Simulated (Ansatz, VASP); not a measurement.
## C: VASP beside Ansatz

```
CELL_PARAMETERS angstrom
0.00000 1.78340 1.78340
1.78340 0.00000 1.78340
1.78340 1.78340 0.00000
ATOMIC_POSITIONS crystal
C 0.50000 0.50000 0.50000
C 0.75000 0.75000 0.75000
```

This isn't the form of C at room conditions, which is graphite.

Alike in both runs: task single point; functional r2SCAN; k mesh 12 × 12 × 12; occupations gaussian, width 0.05 eV; no spin polarisation.

|  | VASP | Ansatz |
| --- | --- | --- |
| version | VASP 6.6.1 | Ansatz 0.2.0 |
| potentials or method | VASP PAW PBE potentials, release 64 (C) | scalar-relativistic, plane waves, PAW |
| plane-wave cutoff (eV) | 520 | 500 |
| valence electrons in the cell | 8 | 8 |

Ansatz gave:

| Quantity | Value |
| --- | --- |
| gap on the k mesh at the Fermi level (eV) | 4.37 |
| least direct gap on the mesh (eV) | 5.88 |
| pressure (GPa) | -2.4 |

Q: Which values does VASP return?

A: gap on the k mesh at the Fermi level (eV): 4.34; least direct gap on the mesh (eV): 5.84; pressure (GPa): -1.3.

Caveats: the PAW data sets were made with another functional, which shifts forces and pressure a little (VASP).
